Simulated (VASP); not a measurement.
# TiO2 (P4_2/mnm) in VASP: settings compared, part 3 of 3

VASP 6.6.1. The steps go on from the part before.

### 4 Band structure, revPBE

POSCAR

```
TiO2
1.0
    4.5998373239      0.0000000000      0.0000000000
    0.0000000000      4.5998373239      0.0000000000
    0.0000000000      0.0000000000      2.9592135600
Ti O
2 4
Direct
    0.0000000000      0.0000000000      0.5000000000
    0.5000000000      0.5000000000      0.0000000000
    0.3043213200      0.3043213200      0.5000000000
    0.1956786800      0.8043213200      0.0000000000
    0.8043213200      0.1956786800      0.0000000000
    0.6956786800      0.6956786800      0.5000000000
```

INCAR.step1

```
  PREC = Accurate
  ENCUT = 520
  EDIFF = 1E-7
  ISMEAR = -1
  SIGMA = 0.05
  LREAL = False
  LASPH = True
  NELM = 80
  ALGO = Normal
  ISIF = 2
  LWAVE = False
  LCHARG = True
  LMAXMIX = 4
  GGA = RE
  NBANDS = 33
```

KPOINTS.step1

```
Automatic mesh
0
Gamma
  6 6 9
```

INCAR.step2

```
  PREC = Accurate
  ENCUT = 520
  EDIFF = 1E-7
  ISMEAR = 0
  SIGMA = 0.05
  LREAL = False
  LASPH = True
  NELM = 80
  ALGO = Normal
  ISIF = 2
  LWAVE = False
  LCHARG = False
  LMAXMIX = 4
  GGA = RE
  NBANDS = 33
  ICHARG = 11
```

KPOINTS.step2

```
path GXMGZRAZ,XR,MA
15
line-mode
reciprocal
 0.0000000000  0.0000000000  0.0000000000  G
 0.0000000000  0.5000000000  0.0000000000  X

 0.0000000000  0.5000000000  0.0000000000  X
 0.5000000000  0.5000000000  0.0000000000  M

 0.5000000000  0.5000000000  0.0000000000  M
 0.0000000000  0.0000000000  0.0000000000  G

 0.0000000000  0.0000000000  0.0000000000  G
 0.0000000000  0.0000000000  0.5000000000  Z

 0.0000000000  0.0000000000  0.5000000000  Z
 0.0000000000  0.5000000000  0.5000000000  R

 0.0000000000  0.5000000000  0.5000000000  R
 0.5000000000  0.5000000000  0.5000000000  A

 0.5000000000  0.5000000000  0.5000000000  A
 0.0000000000  0.0000000000  0.5000000000  Z

 0.0000000000  0.5000000000  0.0000000000  X
 0.0000000000  0.5000000000  0.5000000000  R

 0.5000000000  0.5000000000  0.0000000000  M
 0.5000000000  0.5000000000  0.5000000000  A
```

Potentials or basis: VASP PAW PBE potentials, release 64 (Ti_sv, O).

The run is started by

```bash
> cat potpaw_PBE.64/Ti_sv/POTCAR potpaw_PBE.64/O/POTCAR > POTCAR
> cp INCAR.step1 INCAR
> cp KPOINTS.step1 KPOINTS
> mpirun -np 1 vasp_std > vasp.out
> cp INCAR.step2 INCAR
> cp KPOINTS.step2 KPOINTS
> mpirun -np 1 vasp_std > vasp.out
```

It took 2.3 min on 1 thread of Intel Xeon 6975P-C (Granite Rapids), shared host; peak memory 0.31 GiB.

It converged, with:

* Band gap on the k mesh: 1.87 eV, direct
* Band gap along the path: 1.87 eV, direct

Levels at the corners of the path, in eV from the valence-band top:
```tsv
point	band 21	band 22	band 23	band 24	band 25	band 26	band 27	band 28
Γ	-0.71	-0.45	-0.45	0.00	1.87	2.16	2.40	2.49
X	-1.64	-1.64	-0.74	-0.74	2.53	2.53	3.01	3.01
X	-1.64	-1.64	-0.74	-0.74	2.53	2.53	3.01	3.01
M	-1.31	-1.31	-1.07	-1.07	1.90	1.90	2.51	2.51
M	-1.31	-1.31	-1.07	-1.07	1.90	1.90	2.51	2.51
Γ	-0.71	-0.45	-0.45	0.00	1.87	2.16	2.40	2.49
Γ	-0.71	-0.45	-0.45	0.00	1.87	2.16	2.40	2.49
Z	-2.34	-2.34	-1.42	-1.42	2.96	2.96	3.17	3.17
Z	-2.34	-2.34	-1.42	-1.42	2.96	2.96	3.17	3.17
R	-2.03	-2.03	-1.03	-1.03	1.92	1.92	3.19	3.19
R	-2.03	-2.03	-1.03	-1.03	1.92	1.92	3.19	3.19
A	-1.28	-1.28	-0.67	-0.67	2.60	2.60	3.20	3.20
A	-1.28	-1.28	-0.67	-0.67	2.60	2.60	3.20	3.20
Z	-2.34	-2.34	-1.42	-1.42	2.96	2.96	3.17	3.17
X	-1.64	-1.64	-0.74	-0.74	2.53	2.53	3.01	3.01
R	-2.03	-2.03	-1.03	-1.03	1.92	1.92	3.19	3.19
M	-1.31	-1.31	-1.07	-1.07	1.90	1.90	2.51	2.51
A	-1.28	-1.28	-0.67	-0.67	2.60	2.60	3.20	3.20
```

Caveat: the log is that of the step along the path at fixed density, whose energy, stress, charges and moments have no meaning; the PAW data sets were made with another functional, which shifts forces and pressure a little.

### 5 Band structure, BLYP

POSCAR is that of step 4.

INCAR.step1

```
PREC = Accurate
ENCUT = 520
EDIFF = 1E-6
ISMEAR = -1
SIGMA = 0.05
LREAL = False
LASPH = True
NELM = 80
ALGO = Normal
ISIF = 2
LWAVE = False
LCHARG = True
LMAXMIX = 4
GGA = B5
ALDAX = 1.0
AGGAX = 1.0
AGGAC = 1.0
ALDAC = 0.0
```

KPOINTS.step1

```
regular mesh
0
Gamma
  6 6 9
```

INCAR.step2

```
PREC = Accurate
ENCUT = 520
EDIFF = 1E-6
ISMEAR = 0
SIGMA = 0.05
LREAL = False
LASPH = True
NELM = 80
ALGO = Normal
ISIF = 2
LWAVE = False
LCHARG = False
LMAXMIX = 4
GGA = B5
ALDAX = 1.0
AGGAX = 1.0
AGGAC = 1.0
ALDAC = 0.0
ICHARG = 11
```

KPOINTS.step2 is that of step 4.

The run is started by

```bash
> cat potpaw_PBE.64/Ti_sv/POTCAR potpaw_PBE.64/O/POTCAR > POTCAR
> cp INCAR.step1 INCAR
> cp KPOINTS.step1 KPOINTS
> mpirun -np 1 vasp_std > vasp.out
> cp INCAR.step2 INCAR
> cp KPOINTS.step2 KPOINTS
> mpirun -np 1 vasp_std > vasp.out
```

Run time: 1.9 min. Hardware: 1 thread of Intel Xeon 6975P-C (Granite Rapids), shared host; peak memory 0.3 GiB.

Results (log left out):

| Item | Value |
| --- | --- |
| Band gap on the k mesh | 1.83 eV, direct |
| Band gap along the path | 1.83 eV, direct |

Levels at the corners of the path, in eV from the valence-band top:
```
point  band 21  band 22  band 23  band 24  band 25  band 26  band 27  band 28
    Γ    -0.71    -0.46    -0.46     0.00     1.83     2.13     2.35     2.45
    X    -1.63    -1.63    -0.73    -0.73     2.49     2.49     2.97     2.97
    X    -1.63    -1.63    -0.73    -0.73     2.49     2.49     2.97     2.97
    M    -1.30    -1.30    -1.07    -1.07     1.87     1.87     2.47     2.47
    M    -1.30    -1.30    -1.07    -1.07     1.87     1.87     2.47     2.47
    Γ    -0.71    -0.46    -0.46     0.00     1.83     2.13     2.35     2.45
    Γ    -0.71    -0.46    -0.46     0.00     1.83     2.13     2.36     2.45
    Z    -2.33    -2.33    -1.41    -1.41     2.91     2.91     3.12     3.12
    Z    -2.33    -2.33    -1.41    -1.41     2.91     2.91     3.12     3.12
    R    -2.01    -2.01    -1.02    -1.02     1.88     1.88     3.14     3.14
    R    -2.01    -2.01    -1.02    -1.02     1.88     1.88     3.14     3.14
    A    -1.28    -1.28    -0.67    -0.67     2.55     2.55     3.16     3.17
    A    -1.28    -1.28    -0.67    -0.67     2.55     2.55     3.16     3.16
    Z    -2.33    -2.33    -1.41    -1.41     2.91     2.91     3.12     3.12
    X    -1.63    -1.63    -0.73    -0.73     2.49     2.49     2.97     2.97
    R    -2.01    -2.01    -1.02    -1.02     1.88     1.88     3.14     3.14
    M    -1.30    -1.30    -1.07    -1.07     1.87     1.87     2.47     2.47
    A    -1.28    -1.28    -0.67    -0.67     2.55     2.55     3.16     3.16
```

Caveat: the log is that of the step along the path at fixed density, whose energy, stress, charges and moments have no meaning; the PAW data sets were made with another functional, which shifts forces and pressure a little.

### 6 For comparison

An earlier run on the cell as given: functional PBEsol; potentials or basis VASP PAW PBE potentials, release 64 (Ti_sv, O); cutoff 520 eV; k mesh 6 × 6 × 9; occupations fermi-dirac, width 0.05 eV; no spin polarisation.

* Pressure: -2.1 GPa
* Largest force: 0.047 eV/Å
* Band gap on the k mesh: 1.80 eV, direct

### 7 Overview

```tsv
task	level	potentials or basis	k mesh	smearing	ladder	gap on the mesh (eV)
dielectric tensor	LDA	VASP PAW LDA potentials, release 64 (Ti_sv, O)	6 × 6 × 10	gaussian 0.02 eV	free	1.75
band structure	revPBE	VASP PAW PBE potentials, release 64 (Ti_sv, O)	6 × 6 × 9	fermi-dirac 0.05 eV	-	1.87
band structure	BLYP	VASP PAW PBE potentials, release 64 (Ti_sv, O)	6 × 6 × 9	fermi-dirac 0.05 eV	-	1.83
single point	PBEsol	VASP PAW PBE potentials, release 64 (Ti_sv, O)	6 × 6 × 9	fermi-dirac 0.05 eV	free	1.80
```

Alike in all rows: no spin polarisation; cell as given; cutoff (eV) 520.

Caveats: the PAW data sets were made with another functional, which shifts forces and pressure a little (some runs); an odd mesh through Γ misses points on the zone boundary, where band edges often lie (some runs).

Absolute energies hang on the potentials; compare differences alone.

### 8 Comparison with measurements

Step 3. Against the measured gap of TiO2, 3.03 eV (direct; 1.6 K; quoted in “Shallow Valence Band of Rutile GeO2 and P-type Doping”, 2020, arxiv:2011.08928), the calculated 1.75 eV is off by -1.28 eV. 2 values of this kind are on record in papers (3.03 to 3.05 eV); this one was drawn at random among those near their median. The value is that of LDA on a finite k mesh, which can miss the band edges, without temperature or zero-point motion. Semilocal functionals fall short of measured gaps as a rule. The cell is a database's relaxed one, not the measured one, which moves gaps too.

Step 4. Against the measured gap of TiO2, 3.03 eV (direct; 1.6 K; quoted in “Shallow Valence Band of Rutile GeO2 and P-type Doping”, 2020, arxiv:2011.08928), the calculated 1.87 eV is off by -1.16 eV. 2 values of this kind are on record in papers (3.03 to 3.05 eV); this one was drawn at random among those near their median. The value is that of revPBE, without temperature or zero-point motion. Semilocal functionals fall short of measured gaps as a rule. The cell is a database's relaxed one, not the measured one, which moves gaps too.

Step 5. Against the measured gap of TiO2, 3.03 eV (direct; 1.6 K; quoted in “Shallow Valence Band of Rutile GeO2 and P-type Doping”, 2020, arxiv:2011.08928), the calculated 1.83 eV is off by -1.20 eV. 2 values of this kind are on record in papers (3.03 to 3.05 eV); this one was drawn at random among those near their median. The value is that of BLYP, without temperature or zero-point motion. Semilocal functionals fall short of measured gaps as a rule. The cell is a database's relaxed one, not the measured one, which moves gaps too.
